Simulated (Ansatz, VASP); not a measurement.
Cd: VASP beside Ansatz

```xyz
1
Lattice="0.0000 2.2182 2.2182 2.2182 0.0000 2.2182 2.2182 2.2182 0.0000" Properties=species:S:1:pos:R:3 pbc="T T T"
Cd    0.0000    0.0000    0.0000
```

This isn't the form of Cd at room conditions, which is hcp.

Alike in both runs: task relaxation of cell and atoms; functional PBE; dispersion D3(BJ); k mesh 10 × 10 × 10; no spin polarisation.

```csv
,VASP,Ansatz
version,VASP 6.6.1,Ansatz 0.2.0
potentials or method,"VASP PAW PBE potentials, release 64 (Cd)","plane waves, PAW"
plane-wave cutoff (eV),600,420
occupations,"methfessel-paxton of order 1, width 0.1 eV","cold, width 0.1 eV"
valence electrons in the cell,12,20
```

```csv
,VASP,Ansatz,Ansatz less VASP
relaxed volume (Å³/atom),21.55,21.43,-0.116
relaxed cell length with the largest relative difference (Å),3.123,3.118,-0.0056
energy change over the relaxation (meV/atom),-1,-1,-0.5
```

The two sets of potentials don't hold the same shells in valence.

Caveats: pairwise dispersion overbinds metals, which lowers pressure and volume.
